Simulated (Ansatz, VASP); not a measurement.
# BN: VASP beside Ansatz

The input INCAR:

```
SYSTEM = BN
  PREC = Accurate
  ENCUT = 520
  EDIFF = 1E-8
  ISMEAR = -1
  SIGMA = 0.02
  LREAL = .False.
  LASPH = .True.
  NELM = 100
  ALGO = Normal
  ISIF = 2
  LWAVE = .False.
  LCHARG = .False.
  GGA = CA
  LEFG = .True.
  NBANDS = 11
```

The input KPOINTS:

```
Automatic mesh
0
Gamma
  11 11 11
  0 0 0
```

POSCAR

```
BN
1.0
    0.0000000000      1.8075000000      1.8075000000
    1.8075000000      0.0000000000      1.8075000000
    1.8075000000      1.8075000000      0.0000000000
B N
1 1
Direct
    0.0000000000      0.0000000000      0.0000000000
    0.7500000000      0.7500000000      0.7500000000
```

Input for Ansatz:

```yaml
crystal:
  lattice:
    - [0.0, 1.8075, 1.8075]
    - [1.8075, 0.0, 1.8075]
    - [1.8075, 1.8075, 0.0]
  atoms:
    - { symbol: B, position: [0.0, 0.0, 0.0] }
    - { symbol: "N", position: [0.75, 0.75, 0.75] }
kpoints:
  mp_grid: { grid: [11, 11, 11] }
  band_path:
    path:
      - [0.0, 0.0, 0.0]
      - [-0.5, -0.5, 0.0]
      - [-0.375, -0.375, 0.25]
      - [-0.375, 0.0, 0.375]
      - [0.0, 0.0, 0.0]
      - [0.0, 0.0, 0.5]
      - [-0.5, -0.25, 0.25]
      - [-0.5, -0.5, 0.0]
    npoints: 14
scf:
  occupations: { method: fermi_dirac, width: 0.02 }
hamiltonian:
  xc: lda
  pseudopotentials: { kind: paw }
output:
  forces: true
  stress: true
  eigenvalues: true
  efg: { contact_densities: true }
  populations: true
  bader: true
  dos: { projected: true, de: 0.2, e_range: [-14, 8] }
  write_density: true
  write_potential: true
  elf: true
  volumetric_format: npy
```

Alike in both runs: task electric field gradients; functional LDA; k mesh 11 × 11 × 11; occupations fermi-dirac, width 0.02 eV; no spin polarisation.

```csv
,VASP,Ansatz
version,VASP 6.6.1,Ansatz 0.2.0
potentials or method,"VASP PAW LDA potentials, release 64 (B, N)","PAW with Ansatz's default frozen-core files, scalar-relativistic"
plane-wave cutoff (eV),520,420
valence electrons in the cell,8,8
```

|  | VASP | Ansatz | Ansatz less VASP |
| --- | --- | --- | --- |
| gap on the k mesh at the Fermi level (eV) | 4.45 | 4.46 | +0.017 |
| pressure (GPa) | -10.1 | -11.0 | -0.87 |
| Vzz of the field gradient on the site that differs most (V/Å²) | 0.0 | 0.0 | 0.00 |

Caveats: an odd mesh through Γ misses points on the zone boundary, where band edges often lie.
